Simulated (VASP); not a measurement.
Set up this calculation in VASP 6.6.1, as the native input.

* Task: relaxation of cell and atoms
* Functional: PBE
* Dispersion: D3(BJ)
* Potentials or basis: VASP PAW PBE potentials, release 64 (Sb)
* Cutoff: 350 eV
* k mesh: 9 × 9 × 9
* Occupations: gaussian, width 0.02 eV
* Spin: no spin polarisation
* Further INCAR settings: ALGO = Fast; EDIFF = 1e-07; IBRION = 2; EDIFFG = -0.002; NSW = 80; ISIF = 3

The structure of Sb lies in POSCAR:

```
Sb                                      
1.0
    2.1630283011      1.2488249720      3.6839638267
   -2.1630283011      1.2488249720      3.6839638267
   -0.0000000000     -2.4976499440      3.6839638267
  Sb            
     2
Direct
     0.2361306927812198    0.2361306927812198    0.2361306927812198
     0.7638693072187802    0.7638693072187802    0.7638693072187802
```

The input as run:

INCAR

```
SYSTEM = Sb
ALGO = Fast
EDIFF = 1E-7
EDIFFG = -0.002
ENCUT = 350
GGA = PE
IBRION = 2
ISIF = 3
ISMEAR = 0
IVDW = 12
LASPH = .TRUE.
LCHARG = .FALSE.
LREAL = .FALSE.
LWAVE = .FALSE.
NELM = 100
NSW = 80
PREC = Accurate
SIGMA = 0.02
```

KPOINTS

```
k-points
0
G
  9 9 9
  0 0 0
```

Potentials or basis: VASP PAW PBE potentials, release 64 (Sb).

Run with:

```sh
$ cat potpaw_PBE.64/Sb/POTCAR > POTCAR
$ mpirun -np 1 vasp_std > vasp.out
```

Results of the run:

| Quantity | Value |
| --- | --- |
| Pressure after relaxing | 0.0 GPa |
| Band gap on the k mesh | 0.05 eV, indirect (least direct gap 0.44 eV) |
| Dispersion energy per atom | -0.478 eV |

Caveat: the relaxation stopped at its first step, so nothing moved; spin-orbit coupling is left out, which moves the levels of the heavy elements; an odd mesh through Γ misses points on the zone boundary, where band edges often lie.

Wall time 19 s on 1 thread of Intel(R) Xeon(R) Platinum 8488C (Sapphire Rapids), with other jobs on the host, peak memory 0.17 GiB.
